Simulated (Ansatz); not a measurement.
Level of theory: DFT PBE, scalar-relativistic, plane waves, PAW (Ansatz). All cells share a 420 eV cutoff and Γ-centred k meshes spaced at most about 0.3 Å⁻¹ (about 0.25 or finer for metals, 2π included). No spin polarisation.

All energies are static (0 K, no zero-point motion).

Question: Order these relaxed structures of InH by energy, lowest first, with the energy over the lowest of them.
1. Space group Pmmn (No. 59), orthorhombic, a = 3.602 Å, b = 3.836 Å, c = 4.903 Å. Around In lie 4 H at 2.27–2.29 Å; H is surrounded by 4 In at 2.27–2.29 Å and 4 H at 2.64 Å.
2. Space group Fm-3m (No. 225), cubic, a = 5.028 Å. In is surrounded by 6 H at 2.51 Å; H is surrounded by 6 In at 2.51 Å.

Answer: 1 (0 meV/atom), 2 (175 meV/atom). Forms: cell 1 Pmmn; cell 2 rock salt type, Fm-3m. Counting H atoms around In (those within 1.25 times the shortest such distance or 1.15 times the sum of covalent radii; the shortest distance is added where it is long for a bond): cell 1 has In 4; cell 2 has In 6 from 2.5 Å. Both come from invented guesses. The lowest form computed isn't among them: it has space group P6/mmm (No. 191), 16.9 Å³/atom and lies 30 meV/atom below the best shown. Even the lowest of the cells shown lies +0.31 eV/atom against the elements.

With hydrogen, zero-point motion can shift such differences by 10 meV/atom or more. Cells relaxed within their symmetry can be saddle points. Some candidate types were left out of the draw beforehand, so a known form may be missing.
